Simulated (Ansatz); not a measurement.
# 3-layer In2Se2 (AB) in a perpendicular field, part 3 of 3

What dipole does a perpendicular field induce in the 3-layer In2Se2 (AB), and does the gap follow? A positive field points along +c.

Ansatz 0.2.0; plane-wave DFT, PBE-D3(BJ), Ansatz PAW.

So far, gap along the path (eV): step 3 (single point, field 0, start network) 0.795; step 6 (field 0.1 V/Å) 0.780; step 7 (field -0.1 V/Å) 0.780; step 8 (field 0.2 V/Å) 0.736; step 9 (field -0.2 V/Å) 0.736.

**10. Atoms held, field 0.3 V/Å**

Contents of input.yaml:

```yaml
crystal:
  lattice:
    - [4.0332127273, 0.0, 0.0]
    - [-2.0166063636, 3.4928646807, 0.0]
    - [0.0, 0.0, 40.0052093618]
  atoms:
    - { symbol: Se, position: [0.3333333333, 0.6666666667, 0.2249707012] }
    - { symbol: In, position: [0.0, 0.0, 0.2572403371] }
    - { symbol: In, position: [0.0, 0.0, 0.3270866222] }
    - { symbol: Se, position: [0.3333333333, 0.6666666667, 0.3592229925] }
    - { symbol: Se, position: [0.6666666667, 0.3333333333, 0.4329409517] }
    - { symbol: In, position: [0.3333333333, 0.6666666667, 0.4650922957] }
    - { symbol: In, position: [0.3333333333, 0.6666666667, 0.5349077043] }
    - { symbol: Se, position: [0.6666666667, 0.3333333333, 0.5670590483] }
    - { symbol: Se, position: [0.3333333333, 0.6666666667, 0.6407770075] }
    - { symbol: In, position: [0.0, 0.0, 0.6729133778] }
    - { symbol: In, position: [0.0, 0.0, 0.7427596629] }
    - { symbol: Se, position: [0.3333333333, 0.6666666667, 0.7750292988] }
kpoints:
  mp_grid: { grid: [12, 12, 1] }
  band_path:
    path: [[0, 0, 0], [0.5, 0, 0], [0.33333333, 0.33333333, 0], [0, 0, 0]]
    npoints: 16
hamiltonian:
  xc: pbe
  dispersion: d3bj
scf:
  occupations: { method: fermi_dirac, width: 0.02585 }
  convergence: { dr2_threshold: 1.0e-10 }
efield:
  axis: 3
  dipole_correction: true
  ramp_position: 0.97
  ramp_width: 0.06
  amplitude: 0.3
output:
  write_potential: true
  write_density: true
  volumetric_format: npy
```

The run is started by

```
ansatz run input.yaml --threads 4 --pin off --max-ram 16384MiB --backend cpu --events-out ev --progress --plain --runs-dir out
```

Numbers of over 12 decimals in the logs are rounded to 6 here.

What it wrote:

```text
[...]
Crystal: 12 atoms, lattice volume = 563.572 Å³
Basis set: ecut = 420 eV, 11053 PW (Γ)
Bands: 105, of which v1, the nominal top of the filled ones, is band 87 counted from 1 (86 counted from 0)
Symmetry: 6 space group operations
k-points: 19 of 144 (time reversal used)
[...]
k-point 0: bands = [... 83 lower, 1.6803, 1.7088, 1.7088, 2.2992, 3.0477, 3.6102, 4.1268, 4.3986, ... 14 higher]
  k-point 1: bands = [... 83 lower, 1.4930, 1.6310, 1.8756, 2.3741, 3.4444, 3.9188, 4.3549, 4.7355, ... 14 higher]
  k-point 2: bands = [... 83 lower, 1.4338, 1.4812, 1.9119, 2.3058, 4.0125, 4.3538, 4.6720, 5.0341, ... 14 higher]
  k-point 18: bands = [... 83 lower, 0.5119, 0.6912, 0.9926, 1.0161, 4.1011, 4.2004, 4.6541, 4.6616, ... 14 higher]
[key lines of the parts left out:]
SCF converged after 18 iterations
Free energy (F): -66411.050113 eV
Fermi energy:    2.739004 eV
Dipole field:    D = 0.165625 V/Å  (p = 0.515838 e·Å, saw-weighted, corrected)
```

Wall time 1.9 min (4 threads of Arm Neoverse V1, shared host); peak memory 2.5 GiB; 7.7 min of CPU time.

The dipole is 0.516 e·Å, and the gap 0.671 eV.

**11. Atoms held, field -0.3 V/Å**

Changes to input.yaml since step 10:

```diff
@@ -34,3 +34,3 @@
   ramp_width: 0.06
-  amplitude: 0.3
+  amplitude: -0.3
 output:
```

What it wrote:

```text
[...]
Crystal: 12 atoms, lattice volume = 563.572 Å³
Basis set: ecut = 420 eV, 11053 PW (Γ)
Bands: 105, of which v1, the nominal top of the filled ones, is band 87 counted from 1 (86 counted from 0)
Symmetry: 6 space group operations
k-points: 19 of 144 (time reversal used)
[...]
k-point 0: bands = [... 83 lower, 1.6803, 1.7088, 1.7088, 2.2992, 3.0477, 3.6102, 4.1268, 4.3986, ... 14 higher]
  k-point 1: bands = [... 83 lower, 1.4930, 1.6310, 1.8756, 2.3741, 3.4444, 3.9188, 4.3549, 4.7355, ... 14 higher]
  k-point 2: bands = [... 83 lower, 1.4338, 1.4812, 1.9119, 2.3058, 4.0125, 4.3538, 4.6720, 5.0341, ... 14 higher]
  k-point 18: bands = [... 83 lower, 0.5119, 0.6912, 0.9926, 1.0161, 4.1011, 4.2004, 4.6541, 4.6616, ... 14 higher]
[key lines of the parts left out:]
SCF converged after 19 iterations
Free energy (F): -66411.050113 eV
Fermi energy:    2.739004 eV
Dipole field:    D = -0.165623 V/Å  (p = -0.515833 e·Å, saw-weighted, corrected)
```

It took 2 min on 4 threads; peak memory 2.5 GiB; 7.8 min of CPU time.

The dipole is -0.516 e·Å, and the gap 0.671 eV.

**12. Atoms held, field 0.4 V/Å**

Changes to input.yaml since step 11:

```diff
@@ -32,5 +32,5 @@
   dipole_correction: true
-  ramp_position: 0.97
-  ramp_width: 0.06
-  amplitude: -0.3
+  ramp_position: 0.9475
+  ramp_width: 0.105
+  amplitude: 0.4
 output:
```

What it wrote:

```text
[...]
Crystal: 12 atoms, lattice volume = 563.572 Å³
Basis set: ecut = 420 eV, 11053 PW (Γ)
Bands: 105, of which v1, the nominal top of the filled ones, is band 87 counted from 1 (86 counted from 0)
Symmetry: 6 space group operations
k-points: 19 of 144 (time reversal used)
[...]
k-point 0: bands = [... 83 lower, 1.6815, 1.8100, 1.8100, 2.3210, 3.0106, 3.6171, 4.1373, 4.3338, ... 14 higher]
  k-point 1: bands = [... 83 lower, 1.5579, 1.7315, 1.8835, 2.4149, 3.3801, 3.9290, 4.3960, 4.6509, ... 14 higher]
  k-point 2: bands = [... 83 lower, 1.4255, 1.5322, 1.9132, 2.3630, 3.9280, 4.3510, 4.7415, 4.9496, ... 14 higher]
  k-point 18: bands = [... 83 lower, 0.5162, 0.7592, 1.0510, 1.0796, 4.0098, 4.1794, 4.5942, 4.7382, ... 14 higher]
[key lines of the parts left out:]
SCF converged after 19 iterations
Free energy (F): -66411.110325 eV
Fermi energy:    2.743045 eV
Dipole field:    D = 0.221069 V/Å  (p = 0.688518 e·Å, saw-weighted, corrected)
```

Wall time 2 min (4 threads); peak memory 2.5 GiB; 7.9 min of CPU time.

The dipole is 0.689 e·Å, and the gap 0.588 eV.

**13. Single point, field -0.4 V/Å**

Changes to input.yaml since step 12:

```diff
@@ -34,3 +34,3 @@
   ramp_width: 0.105
-  amplitude: 0.4
+  amplitude: -0.4
 output:
```

What it wrote:

```text
[...]
Crystal: 12 atoms, lattice volume = 563.572 Å³
Basis set: ecut = 420 eV, 11053 PW (Γ)
Bands: 105, of which v1, the nominal top of the filled ones, is band 87 counted from 1 (86 counted from 0)
Symmetry: 6 space group operations
k-points: 19 of 144 (time reversal used)
[...]
k-point 0: bands = [... 83 lower, 1.6815, 1.8100, 1.8100, 2.3210, 3.0106, 3.6171, 4.1373, 4.3338, ... 14 higher]
  k-point 1: bands = [... 83 lower, 1.5579, 1.7315, 1.8835, 2.4149, 3.3801, 3.9290, 4.3960, 4.6509, ... 14 higher]
  k-point 2: bands = [... 83 lower, 1.4255, 1.5322, 1.9132, 2.3630, 3.9280, 4.3510, 4.7415, 4.9496, ... 14 higher]
  k-point 18: bands = [... 83 lower, 0.5162, 0.7592, 1.0510, 1.0796, 4.0098, 4.1794, 4.5942, 4.7382, ... 14 higher]
[key lines of the parts left out:]
SCF converged after 19 iterations
Free energy (F): -66411.110325 eV
Fermi energy:    2.743045 eV
Dipole field:    D = -0.221069 V/Å  (p = -0.688518 e·Å, saw-weighted, corrected)
```

The job ended after 2 min (4 threads; peak memory 2.5 GiB; 8 min of CPU time).

The dipole is -0.689 e·Å, and the gap 0.588 eV.

**14. Response, atoms held**

This step: plane-wave DFT, PBE-D3(BJ), Ansatz PAW; response to a field along the normal, atoms held (Ansatz 0.2.0).

The dipoles give the slope, and the difference of two potentials shows where the field is screened.

Numbers from this step:

```
equivalent conductor thickness p/(ε₀AE) : 22.06 Å
distance between the outer atoms        : 22.01 Å
```

Dipole of the cell against applied field:

| applied field (V/Å) | dipole of the cell (e·Å) |
| --- | --- |
| -0.400 | -0.689 |
| -0.300 | -0.516 |
| -0.200 | -0.344 |
| -0.100 | -0.172 |
| -0.050 | -0.0859 |
| 0.000 | 1.9e-6 |
| 0.050 | 0.0859 |
| 0.100 | 0.172 |
| 0.200 | 0.344 |
| 0.300 | 0.516 |
| 0.400 | 0.689 |

Local field over the applied field, running mean. From the potentials at -0.05 and 0.05 V/Å; running mean over 2.8 Å. Local field over applied field against z:

| z (Å) | local field over applied field |
| --- | --- |
| 5 | 0.994 |
| 6 | 0.957 |
| 7 | 0.783 |
| 8 | 0.470 |
| 9 | 0.175 |
| 10 | 0.0677 |
| 11 | 0.0684 |
| 12 | 0.0829 |
| 13 | 0.0579 |
| 14 | 0.0870 |
| 15 | 0.189 |
| 16 | 0.224 |
| 17 | 0.155 |
| 18 | 0.0677 |
| 19 | 0.0552 |
| 20 | 0.0799 |
| 21 | 0.0553 |
| 22 | 0.0675 |
| 23 | 0.154 |
| 24 | 0.224 |
| 25 | 0.189 |
| 26 | 0.0874 |
| 27 | 0.0579 |
| 28 | 0.0827 |
| 29 | 0.0685 |
| 30 | 0.0675 |
| 31 | 0.174 |
| 32 | 0.469 |
| 33 | 0.782 |
| 34 | 0.957 |
| 35 | 0.994 |

The induced electron density oscillates, so the rows of the table below give means over windows of 3.11 Å about each position, cut where the curve ends. Its maxima inside the range that stand out by 2 % of the span (Å: e/Å³ per V/Å): 8.0: 0.00352, 11.3: 7.5e-4, 13.0: 9.3e-4, 16.4: 0.00187, 19.6: 6.6e-4, 21.3: 9.0e-4, 24.7: 0.00185, 27.9: 7.1e-4, 29.6: 0.00108. Its minima: 10.4: -0.00108, 12.1: -7.1e-4, 15.3: -0.00185, 18.7: -9.0e-4, 20.4: -6.6e-4, 23.6: -0.00187, 27.0: -9.3e-4, 28.7: -7.5e-4, 32.0: -0.00352.

Electrons, planar mean, per unit field. The induced electron density by z; means over each step:

| z (Å) | induced electron density (e/Å³ per V/Å) |
| --- | --- |
| 5.56 | 2.4e-4 |
| 8.67 | 0.00146 |
| 11.78 | 3.3e-5 |
| 14.89 | -4.1e-4 |
| 18.00 | 3.2e-4 |
| 21.11 | 4.7e-5 |
| 24.22 | 1.8e-5 |
| 27.33 | -1.1e-4 |
| 30.44 | -6.1e-4 |
| 33.55 | -9.9e-4 |

The smaller of the gaps on the path and on the k-mesh, counted as 0 under 0.03 eV. Table of gap by applied field:

| applied field (V/Å) | gap (eV) |
| --- | --- |
| -0.400 | 0.588 |
| -0.300 | 0.671 |
| -0.200 | 0.736 |
| -0.100 | 0.780 |
| -0.050 | 0.791 |
| 0.000 | 0.795 |
| 0.050 | 0.791 |
| 0.100 | 0.780 |
| 0.200 | 0.736 |
| 0.300 | 0.671 |
| 0.400 | 0.588 |

By hand: between -0.05 and 0.05 V/Å the dipole changes by 0.1717 e·Å, a slope of 1.717 e·Å²/V. A perfect conductor of thickness t has p = ε₀AEt, so t = 180.95 × 1.717 / 14.087 = 22.06 Å (e/ε₀ = 180.95 V·Å, A in Å²).

The induced dipole is that of a conductor 22.06 Å thick.

**15. Summary of results**

```yaml
gap_without_field: 0.795 eV
ionisation_energy_upper_face: 5.48 eV
electron_affinity_upper_face: 4.69 eV
equivalent_conductor_thickness_atoms_held: 22.1 Å
```

**Reading.** The induced dipole equals that of a perfect conductor 22.06 Å thick, while the outer atoms lie 22.01 Å apart; an out-of-plane ε follows only once a thickness t is chosen, by 1 − 1/ε = 22.06 Å / t. The gap goes from 0.79 eV to 0.59 eV at -0.4 V/Å. With the field reversed the gap is 0.59 eV at 0.4 V/Å. Semilocal functionals give gaps that are too small, and excitons are not included. Spin-orbit coupling is left out, which matters for the bands of elements this heavy.

[Logs are printed without paths, hosts, clocks, repeated set-up lines and the standing remarks that a program may print on its own settings, such as how far it seeks lower states.]

[Hosts, paths, dates, database ids (printed as entryN), source tags and the programs' standing remarks are cut or masked in the printed files.]

[Maps of the electrostatic potential energy from Ansatz leave out the sawtooth potential of an applied field or a dipole correction, so their vacuum need not be flat; planar profiles and work functions include it.]
